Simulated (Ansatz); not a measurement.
Crystal: SnSe.

```
Sn Se
1.0
     0.00000    3.01000    3.01000
     3.01000    0.00000    3.01000
     3.01000    3.01000    0.00000
Sn Se
1 1
Direct
  0.00000 0.00000 0.00000
  0.50000 0.50000 0.50000
```

Measurements of this composition are mostly on another form, of space group No. 62.

Base run:

| Property | Result |
| --- | --- |
| Program | Ansatz 0.2.0 |
| Functional | BLYP |
| Potentials or basis | Ansatz PAW |
| Cutoff | 420 eV |
| Density cutoff | 1680 eV |
| k mesh | 8 × 8 × 8 |
| Occupations | fermi-dirac, width 0.05 eV |
| Spin | no spin polarisation |

Its results: band gap on the k mesh 0.38 eV, direct; pressure 4.8 GPa.

Task: The run is repeated on the same cell with these changes: functional from BLYP to PBEsol; occupations from fermi-dirac, width 0.05 eV to gaussian, width 0.1 eV. What comes out?

Result: Band gap on the k mesh 0.65 eV, direct; pressure -1.9 GPa.

Caveats: spin-orbit coupling is left out, which moves the levels of the heavy elements; the PAW data sets come from PBE, with cores solved anew for the run's functional, which leaves a small shift of forces and pressure; the potentials were made for another functional, which shifts forces and pressure (some runs); the k mesh misses the band edges, so the gap on the mesh is wider than the one along the path (some runs).

Not every run made on this cell is shown here.
